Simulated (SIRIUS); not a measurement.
**MgB2: single point with LDA-PZ**

MgB2:

```
CELL_PARAMETERS angstrom
3.08500 0.00000 0.00000
-1.54250 2.67169 0.00000
0.00000 0.00000 3.52300
ATOMIC_POSITIONS crystal
Mg 0.00000 0.00000 0.00000
B 0.66667 0.33333 0.50000
B 0.33333 0.66667 0.50000
```

* Program: SIRIUS 7.12.0
* Task: single point
* Functional: LDA-PZ
* Potentials or basis: PseudoDojo 0.4.1 PBE standard (scalar relativistic)
* Cutoff: 1152 eV
* Density cutoff: 4606 eV
* k mesh: 8 × 8 × 7
* Occupations: fermi-dirac, width 0.05 eV
* Spin: no spin polarisation

| Property | Result |
| --- | --- |
| Pressure | -4.3 GPa |
| Band gap on the k mesh | none (metal or under the smearing width) |

Stress tensor (GPa, compression positive):
```
-3.58  0.00  0.00
 0.00 -3.58  0.00
 0.00  0.00 -5.65
```

Wall time 27 s on 1 thread of Intel(R) Xeon(R) Platinum 8488C (Sapphire Rapids), with other jobs on the host, peak memory 0.23 GiB.

Caveat: the potentials were made for another functional, which shifts forces and pressure.
